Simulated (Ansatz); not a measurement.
# Cu (I4/mmm) in Ansatz: further runs

Runs on Cu. Level: PBE. Tasks: single point.

Program: Ansatz 0.2.0. These are calculated values, not measurements. Logs are shortened: lines on timing, memory, paths and dates and some standing lists are left out, and cuts for length are marked.

### Step 1. The crystal as given

It takes space group I4/mmm (No. 139, tetragonal). The conventional cell has a = 2.886 Å, b = 2.886 Å, c = 2.752 Å, α = 90.00°, β = 90.00°, γ = 90.00°. Around Cu (site symmetry 4/mmm) lie 10 Cu at 2.46 to 2.75 Å.

This isn't the form of Cu at room conditions, which is fcc.

### Step 2. Single point, PBE

input.yaml

```yaml
crystal:
  lattice:
    - [-1.44279332, 1.44279332, 1.37608145]
    - [1.44279332, -1.44279332, 1.37608145]
    - [1.44279332, 1.44279332, -1.37608145]
  atoms:
    - { symbol: Cu, position: [0.0, 0.0, 0.0] }
hamiltonian:
  xc: pbe
  pseudopotentials: { kind: paw }
kpoints:
  mp_grid: { grid: [13, 13, 13] }
scf:
  occupations: { method: gaussian, width: 0.015 }
output:
  forces: true
  stress: true
  eigenvalues: true
  write_density: true
  write_potential: true
  elf: true
  volumetric_format: npy
```

Potentials or basis: Ansatz PAW.

On the command line:

```sh
$ ansatz run input.yaml --threads 2 --pin off --max-ram 5632MiB --backend cpu --events-out ev --progress --plain --runs-dir out
```

Output:

```text
Warning: RAYON_NUM_THREADS=2 ignored (pool sized by the plan → 2); use --threads N
Engine: ansatz 0.2.0, aarch64-unknown-linux-gnu
Pseudopotentials: kind: paw
Pseudopotential: Cu, paw, valence charge 19, recommended cutoff 420 eV (normal), Cu.paw.azcp
Functional definition: PBE
  parameter kappa = 0.804
  parameter beta = 0.06672455060314922
  exchange = pbe_x(kappa = kappa, mu = beta*pi^2/3)
  correlation = pbe_c(beta = beta)
Crystal: 1 atoms, lattice volume = 11.458 Å³
Basis set: ecut = 420 eV, 225 PW (Γ), exchange–correlation on 36×36×36 points (8 copies of the dense FFT grid, shifted against one another)
Bands: 14, of which v1, the nominal top of the filled ones, is band 10 counted from 1 (9 counted from 0)
Symmetry: 16 space group operations
Space group: I4/mmm (ITA 139), of the structure as read, at distance tolerance 2.3e-5 Å
k-points: 196 of 2197
Non-local potential: Cu, projectors of the file, l = 0: 3, l = 1: 2, l = 2: 3, l = 3: 1
PAW form: soft (Blöchl's): semilocal exchange-correlation on the pseudo side does not see the compensation charge
PAW one-centre angular grid: Cu, 590 points (default); XC on 64 Gauss nodes
Initial density: superposition of atomic densities (neutral atoms: chi_scale 0, normalization atom), corrected by the library's trained network
Initial wavefunctions: pseudopotential atomic-orbital guess
Functional: x = pbe(κ = 0.804, μ = 0.2195149727645171), c = pbe(β = 0.06672455060314922)
SCF iter   1: F=—  HF=-6625.130084 eV  |F-HF|=—  |Δ(HF+E_count)|=         —  Δρ=1.12e-3  dr2=4.27e-5  ethr=1.77e-3  ⟨swp⟩=5.0  Hψ=14058  notcnv=0
preconditioner: auto → none  [insulator: Δε(μ)=0.038 eV  Ē_g=17.604 eV  σ=0.015 eV  W_gap=0.72  n_scr=0 (ndim 8)  ℏωp=36.4 eV  f_vac=0.000  D(μ)=0.48/eV (n_scr^D=0)  ε∞_Penn≈5.3]
SCF iter   2: F=—  HF=-6625.130213 eV  |F-HF|=—  |Δ(HF+E_count)|=   1.30e-4  Δρ=5.08e-4  dr2=5.32e-6  ethr=2.25e-7  ⟨swp⟩=2.3  Hψ=6557  notcnv=0  defer=3
SCF iter   3: F=—  HF=-6625.130228 eV  |F-HF|=—  |Δ(HF+E_count)|=   1.51e-5  Δρ=8.68e-5  dr2=1.40e-7  ethr=2.80e-8  ⟨swp⟩=2.0  Hψ=3636  notcnv=0  defer=3
iter 4 did not close the SCF: its close was put off for the readings that it lacked (scf_convergence_deferred on its scf_iter line)
SCF iter   4: F=-6625.130229 eV  HF=-6625.130229 eV  |F-HF|=3.11e-8  |Δ(HF+E_count)|=   4.90e-7  Δρ=2.12e-5  dr2=2.61e-8  ethr=7.39e-10  ⟨swp⟩=2.0  Hψ=3735  notcnv=0  defer=3
iter 5 did not close the SCF: its close was put off for the readings that it lacked (scf_convergence_deferred on its scf_iter line)
SCF iter   5: F=-6625.130229 eV  HF=-6625.130229 eV  |F-HF|=5.07e-10  |Δ(HF+E_count)|=   4.96e-9  Δρ=3.39e-6  dr2=3.13e-10  ethr=1.37e-10  ⟨swp⟩=2.1  Hψ=3696  notcnv=0  defer=3
SCF iter   6: F=-6625.130229 eV  HF=-6625.130229 eV  |F-HF|=0.00e0  |Δ(HF+E_count)|=  6.62e-10  Δρ=1.97e-7  dr2=9.44e-13  ethr=1.65e-12  ⟨swp⟩=5.1  Hψ=13697  notcnv=0
SCF 1 converged in 6 iterations: F = -6625.130229 eV  dr2 = 9.44e-13
SCF converged after 6 iterations
Free energy (F): -6625.130229 eV
Harris-Foulkes:  -6625.130229 eV  (|F-HF|=0.00e0)
Internal energy: -6625.130175 eV  (E = F + TS)
E sigma→0 (E₀):  -6625.130202 eV
Entropy (-TS):   -0.000053 eV (-0.053 meV/atom)
Fermi energy:    17.372028 eV
--- Per-component energies (eV) ---
  E_band       = -348.298462
  E_kinetic    = 300.375396
  E_local      = -3994.485708  (includes V_loc(G=0)·N_el)
  E_nonlocal   = 389.644459
  E_hartree    = 1761.711844
  E_xc         = -89.847910
  E_vxc        = -115.970061  (∫ρ·V_xc dr)
  E_paw        = -1662.593883  (= ΣΔE_a)
  E_vpaw       = -451.286517  (= ΣTr[D̂ρ^β])
  E_aug_tail   = 0.000278  (compensation charges beyond the density's cutoff)
  E_ewald      = -3329.934651
  E_smearing   = -0.000053  (= −TS)
  E_closure    = 0.000000  (closes the sum)
  Σ components = -6625.130229   (vs F -6625.130229, Δ=0.00e0)
--- Forces (eV/Å), atoms counted from 1 ---
  atom   1  Cu     0.00000000     0.00000000     0.00000000
  max |Σ_I F_I| component: 9.86e-32 eV/Å
--- Stress (GPa, compression-positive) ---
        7.131779      -0.000000       0.000000
       -0.000000       7.131779       0.000000
        0.000000       0.000000       7.424225
  P = ⅓ Tr σ = 7.2293 GPa (72.293 kbar)
--- Band table (eV; the first three rows and the last of 196) ---
  k-point 0: bands = ["-95.2182", "-52.5211", "-52.5196", "-52.5196", "7.7911", "14.1320", "14.3306", "14.3306", "15.2131", "15.4204", "42.3063", "42.3063", "43.5658", "46.0578"]
  k-point 1: bands = ["-95.2172", "-52.5268", "-52.5235", "-52.5194", "8.0168", "14.1353", "14.2915", "14.4190", "15.1694", "15.4161", "39.6852", "42.1271", "43.0332", "44.4630"]
  k-point 2: bands = ["-95.2145", "-52.5469", "-52.5301", "-52.5188", "8.6780", "14.1297", "14.1841", "14.6702", "15.0793", "15.4056", "35.6032", "40.7728", "42.0733", "42.3279"]
  k-point 195: bands = ["-95.1876", "-52.6172", "-52.6164", "-52.6063", "12.6409", "12.6935", "15.8515", "15.8856", "15.8875", "24.1988", "25.3127", "27.1412", "31.0977", "32.0394"]
```

Wall time 1.6 s (2 threads of Arm Neoverse V1, shared host); peak memory 0.29 GiB.

Results:

```yaml
Free_energy: -6625.1302 eV
Pressure: 7.2 GPa
Band_gap_on_the_k_mesh: none (metal or under the smearing width)
```

Stress tensor (GPa, compression positive):
```
7.13 0.00 0.00
0.00 7.13 0.00
0.00 0.00 7.42
```

### Step 3. Single point, PBE

input.yaml, as its differences from that of step 2:

```diff
@@ -13,3 +13,3 @@
 scf:
-  occupations: { method: gaussian, width: 0.015 }
+  occupations: { method: gaussian, width: 0.016 }
 output:
@@ -18,5 +18 @@
   eigenvalues: true
-  write_density: true
-  write_potential: true
-  elf: true
-  volumetric_format: npy
```

Potentials or basis: Ansatz PAW.

On the command line:

```sh
$ ansatz run input.yaml --threads 2 --pin off --max-ram 5632MiB --backend cpu --events-out ev --progress --plain --runs-dir out
```

It took 1.3 s on 2 threads of Arm Neoverse V1, shared host; peak memory 0.29 GiB.

The run converged. Its results:

```
Free energy            : -6625.1302 eV
Pressure               : 7.2 GPa
Band gap on the k mesh : none (metal or under the smearing width)
```

Stress tensor (GPa, compression positive):
```
7.13 0.00 0.00
0.00 7.13 0.00
0.00 0.00 7.42
```

Levels at points of the mesh, in eV from the Fermi level:
```
           k point  band 8  band 9  band 10  band 11  band 12  band 13
(0.00, 0.00, 0.00)   -3.04   -2.16    -1.95    24.93    24.93    26.19
```
